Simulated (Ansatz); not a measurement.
# SnTe (Fm-3m) in Ansatz: further runs

One crystal, SnTe, is run at these levels: BLYP, r2SCAN; tasks: band structure, single point, equation of state.

All numbers are computed with Ansatz 0.2.0; they aren't measurements. Logs are shortened: lines on timing, memory, paths and dates and some standing lists are left out, and cuts for length are marked.

**What was measured.**

From a printed reference work, textbook, for a bulk crystal of SnTe at 300 K: band gap 0.18 eV (direct).

How close the calculation comes is told below.

## (1) Starting point

The structure is cubic, space group Fm-3m (No. 225). The conventional cell has a = 6.302 Å, b = 6.302 Å, c = 6.302 Å, α = 90.00°, β = 90.00°, γ = 90.00°. Around Te (site symmetry m-3m) lie 6 Sn at 3.15 Å. Around Sn (site symmetry m-3m) lie 6 Te at 3.15 Å.

## (2) Band structure, BLYP

File input.yaml:

```yaml
crystal:
  lattice:
    - [0.0, 3.15085, 3.15085]
    - [3.15085, 0.0, 3.15085]
    - [3.15085, 3.15085, 0.0]
  atoms:
    - { symbol: Te, position: [0.5, 0.5, 0.5] }
    - { symbol: Sn, position: [0.0, 0.0, 0.0] }
hamiltonian:
  xc: blyp
  pseudopotentials: { kind: paw }
kpoints:
  mp_grid: { grid: [7, 7, 7] }
  band_path:
    path:
      - [[0.0, 0.0, 0.0], [0.5, 0.0, 0.5], [0.5, 0.25, 0.75], [0.375, 0.375, 0.75], [0.0, 0.0, 0.0], [0.5, 0.5, 0.5], [0.625, 0.25, 0.625], [0.5, 0.25, 0.75], [0.5, 0.5, 0.5], [0.375, 0.375, 0.75]]
      - [[0.625, 0.25, 0.625], [0.5, 0.0, 0.5]]
    npoints: 14
scf:
  occupations: { method: fermi_dirac, width: 0.05 }
  n_extra_bands: 6
output:
  forces: true
  stress: true
  eigenvalues: true
  fatbands: false
```

Potentials or basis: Ansatz PAW.

The run is started by

```sh
$ ansatz run input.yaml --threads 2 --pin off --max-ram 5120MiB --backend cpu --events-out ev --progress --plain --runs-dir out
```

The program printed:

```text
Warning: RAYON_NUM_THREADS=2 ignored (pool sized by the plan → 2); use --threads N
scf.n_extra_bands = 6 over 15 filled bands (N_el = 30.0): the run solves 21 bands
Engine: ansatz 0.2.0, aarch64-unknown-linux-gnu
Pseudopotentials: kind: paw
Pseudopotential: Te, paw, valence charge 16, recommended cutoff 420 eV (normal), Te.paw.azcp
Pseudopotential: Sn, paw, valence charge 14, recommended cutoff 420 eV (normal), Sn.paw.azcp
Functional definition: BLYP
  parameter beta = 0.0042
  parameter a = 0.04918
  parameter b = 0.132
  parameter c = 0.2533
  parameter d = 0.349
  exchange = b88_x(beta = beta)
  correlation = lyp_c(a = a, b = b, c = c, d = d)
Crystal: 2 atoms, lattice volume = 62.562 Å³
Basis set: ecut = 420 eV, 1243 PW (Γ), exchange–correlation on 60×60×60 points (8 copies of the dense FFT grid, shifted against one another)
Bands: 21, of which v1, the nominal top of the filled ones, is band 15 counted from 1 (14 counted from 0)
Symmetry: 48 space group operations
Space group: Fm-3m (ITA 225), of the structure as read, at distance tolerance 4.0e-5 Å
k-points: 20 of 343
Non-local potential: Te, projectors of the file, l = 0: 2, l = 1: 2, l = 2: 2, l = 3: 2
Non-local potential: Sn, projectors of the file, l = 0: 2, l = 1: 2, l = 2: 2, l = 3: 2
PAW form: soft (Blöchl's): semilocal exchange-correlation on the pseudo side does not see the compensation charge
PAW frozen core: Te, regenerated for the run's functional, and the local potential with it (the file was generated under x = pbe(κ = 0.804, μ = 0.2195149727645171), c = pbe(β = 0.06672455060314922))
PAW frozen core: Sn, regenerated for the run's functional, and the local potential with it (the file was generated under x = pbe(κ = 0.804, μ = 0.2195149727645171), c = pbe(β = 0.06672455060314922))
PAW one-centre angular grid: Te, 590 points (default); XC on 64 Gauss nodes
PAW one-centre angular grid: Sn, 590 points (default); XC on 64 Gauss nodes
Initial density: superposition of atomic densities (neutral atoms: chi_scale 0, normalization atom), corrected by the library's trained network
Initial wavefunctions: pseudopotential atomic-orbital guess
Functional: x = b88, c = lyp
SCF iter   1: F=—  HF=-13038.243748 eV  |F-HF|=—  |Δ(HF+E_count)|=         —  Δρ=6.27e-3  dr2=3.05e-2  ethr=1.77e-3  ⟨swp⟩=6.8  Hψ=2270  notcnv=0
preconditioner: auto → none  [insulator: Δε(μ)=0.696 eV  Ē_g=10.376 eV  σ=0.050 eV  W_gap=1.00  n_scr=14 (ndim 8)  ℏωp=14.8 eV  f_vac=0.009  D(μ)=0.00/eV (n_scr^D=0)  ε∞_Penn≈3.0]
SCF iter   2: F=—  HF=-13038.234650 eV  |F-HF|=—  |Δ(HF+E_count)|=   9.10e-3  Δρ=2.85e-3  dr2=4.88e-3  ethr=1.02e-4  ⟨swp⟩=2.0  Hψ=712  notcnv=0  defer=24
SCF iter   3: F=—  HF=-13038.233283 eV  |F-HF|=—  |Δ(HF+E_count)|=   1.37e-3  Δρ=4.04e-4  dr2=1.18e-4  ethr=1.63e-5  ⟨swp⟩=2.8  Hψ=692  notcnv=0  defer=24
SCF iter   4: F=—  HF=-13038.233221 eV  |F-HF|=—  |Δ(HF+E_count)|=   6.16e-5  Δρ=1.06e-4  dr2=4.64e-6  ethr=3.93e-7  ⟨swp⟩=2.9  Hψ=710  notcnv=0  defer=24
SCF iter   5: F=—  HF=-13038.233225 eV  |F-HF|=—  |Δ(HF+E_count)|=   3.95e-6  Δρ=2.63e-5  dr2=1.72e-7  ethr=1.55e-8  ⟨swp⟩=2.1  Hψ=706  notcnv=0  defer=24
SCF iter   6: F=-13038.233226 eV  HF=-13038.233226 eV  |F-HF|=7.55e-9  |Δ(HF+E_count)|=   4.09e-7  Δρ=4.06e-6  dr2=9.27e-9  ethr=3.33e-10  ⟨swp⟩=8.7  Hψ=2170  notcnv=0
SCF 1 converged in 6 iterations: F = -13038.233226 eV  dr2 = 9.27e-9
NSCF: frozen V_eff on 142 k-points
SCF converged after 6 iterations
Free energy (F): -13038.233226 eV
Harris-Foulkes:  -13038.233226 eV  (|F-HF|=7.55e-9)
Internal energy: -13038.233162 eV  (E = F + TS)
E sigma→0 (E₀):  -13038.233194 eV
Entropy (-TS):   -0.000064 eV (-0.032 meV/atom)
Fermi energy:    10.200857 eV
--- Per-component energies (eV) ---
  E_band       = -340.012936
  E_kinetic    = 368.975831
  E_local      = -2156.287796  (includes V_loc(G=0)·N_el)
  E_nonlocal   = -345.520001
  E_hartree    = 1357.142532
  E_xc         = -504.201792
  E_vxc        = -197.489600  (∫ρ·V_xc dr)
  E_paw        = -8832.697364  (= ΣΔE_a)
  E_vpaw       = -723.982555  (= ΣTr[D̂ρ^β])
  E_aug_tail   = -0.000174  (compensation charges beyond the density's cutoff)
  E_ewald      = -2925.490525
  E_core_change = -0.153874  (= ΣΔE_core)
  E_smearing   = -0.000064  (= −TS)
  E_closure    = -0.000000  (closes the sum)
  Σ components = -13038.233226   (vs F -13038.233226, Δ=0.00e0)
--- Forces (eV/Å), atoms counted from 1 ---
  atom   1  Te     0.00000000     0.00000000     0.00000000
  atom   2  Sn    -0.00000000    -0.00000000     0.00000000
  max |Σ_I F_I| component: 3.29e-29 eV/Å
--- Stress (GPa, compression-positive) ---
        6.076348      -0.000000       0.000000
       -0.000000       6.076348       0.000000
        0.000000      -0.000000       6.076348
  P = ⅓ Tr σ = 6.0763 GPa (60.763 kbar)
--- Band table (eV; the first three rows and the last of 20) ---
  k-point 0: bands = ["-26.8296", "-26.8296", "-26.8237", "-26.8237", "-26.8237", "-11.8412", "-11.8412", "-11.8338", "-11.8338", "-11.8338", "-2.7172", "5.2336", "7.9536", "7.9536", "7.9536", "13.3883", "13.3883", "13.3883", "15.1386", "15.1386", "15.1386"]
  k-point 1: bands = ["-26.8295", "-26.8295", "-26.8236", "-26.8235", "-26.8235", "-11.8421", "-11.8421", "-11.8335", "-11.8328", "-11.8328", "-2.5490", "4.4045", "7.9903", "7.9903", "8.5283", "12.6021", "12.6021", "12.6627", "15.1216", "15.5459", "15.5459"]
  k-point 2: bands = ["-26.8294", "-26.8294", "-26.8235", "-26.8233", "-26.8233", "-11.8447", "-11.8447", "-11.8329", "-11.8300", "-11.8300", "-2.0895", "2.9863", "8.1156", "8.1156", "9.2889", "11.4040", "11.4040", "11.5047", "15.8122", "16.6781", "16.6781"]
  k-point 19: bands = ["-26.8297", "-26.8291", "-26.8234", "-26.8230", "-26.8225", "-11.8535", "-11.8421", "-11.8318", "-11.8290", "-11.8240", "-1.1256", "2.5279", "5.2572", "5.9494", "8.8638", "11.2865", "14.3295", "15.2135", "15.4959", "16.7018", "20.1957"]
```

Wall time 5.3 s (2 threads of Arm Neoverse N1, shared host); peak memory 0.33 GiB.

Results:

* Free energy: -13038.2332 eV
* Pressure: 6.1 GPa
* Band gap along the path: 0.07 eV, direct

Levels at the corners of the path, in eV from the Fermi level:
```tsv
point	band 11	band 12	band 13	band 14	band 15	band 16	band 17	band 18	band 19	band 20
Γ	-12.92	-4.97	-2.25	-2.25	-2.25	3.19	3.19	3.19	4.94	4.94
X	-11.38	-6.72	-5.56	-3.79	-3.79	2.44	4.72	4.72	6.19	9.17
W	-11.29	-7.57	-4.83	-4.83	-0.95	0.75	4.70	4.70	5.98	5.98
K	-11.34	-7.61	-5.17	-3.30	-2.79	2.88	3.04	4.31	5.43	8.20
Γ	-12.92	-4.97	-2.25	-2.25	-2.25	3.19	3.19	3.19	4.94	4.94
L	-11.67	-8.48	-1.88	-1.88	-0.04	0.03	0.29	0.29	7.98	8.89
U	-11.34	-7.61	-5.17	-3.30	-2.79	2.88	3.04	4.31	5.43	8.20
W	-11.29	-7.57	-4.83	-4.83	-0.95	0.75	4.70	4.70	5.98	5.98
L	-11.67	-8.48	-1.88	-1.88	-0.04	0.03	0.29	0.29	7.98	8.89
K	-11.34	-7.61	-5.17	-3.30	-2.79	2.88	3.04	4.31	5.43	8.20
U	-11.34	-7.61	-5.17	-3.30	-2.79	2.88	3.04	4.31	5.43	8.20
X	-11.38	-6.72	-5.56	-3.79	-3.79	2.44	4.72	4.72	6.19	9.17
```

Caveat: this odd mesh misses L, where the gap lies, so gap, dielectric constants and Born charges aren't listed; spin-orbit coupling is left out, which moves the levels of the heavy elements; the PAW data sets come from PBE, with cores solved anew for the run's functional, which leaves a small shift of forces and pressure.

(Part 1 of 2 ends here.)
